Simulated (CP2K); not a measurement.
Crystal: CdS (Hawleyite).

```
Cd S
1.0
     4.12455    0.00000    0.00000
     2.06228    3.57197    0.00000
     2.06228    1.19066    3.36768
Cd S
1 1
Direct
  0.00000 0.00000 0.00000
  0.75000 0.75000 0.75000
```

Base run:

| Property | Result |
| --- | --- |
| Program | CP2K 2026.2 |
| Functional | PBE |
| Potentials or basis | GTH_SOC_POTENTIALS Cd GTH-PBE-q12, S GTH-PBE-q6; DZVP-MOLOPT-SR-GTH basis |
| Density cutoff | 6123 eV |
| k mesh | 8 × 8 × 8 |
| Occupations | fermi-dirac, width 0.05 eV |
| Spin | spin-orbit coupling, no magnetisation |

Its results: pressure 4.1 GPa.

**Question.** The run is repeated on the same cell with these changes: functional from PBE to LDA. What comes out?

**Answer.** Pressure -0.1 GPa.

LDA binds more tightly than PBE, so the same cell stands under less pressure.

Caveats: the basis of atomic orbitals isn't converged, which shifts pressures, moduli and gaps; the potentials were made for another functional, which shifts forces and pressure (some runs).
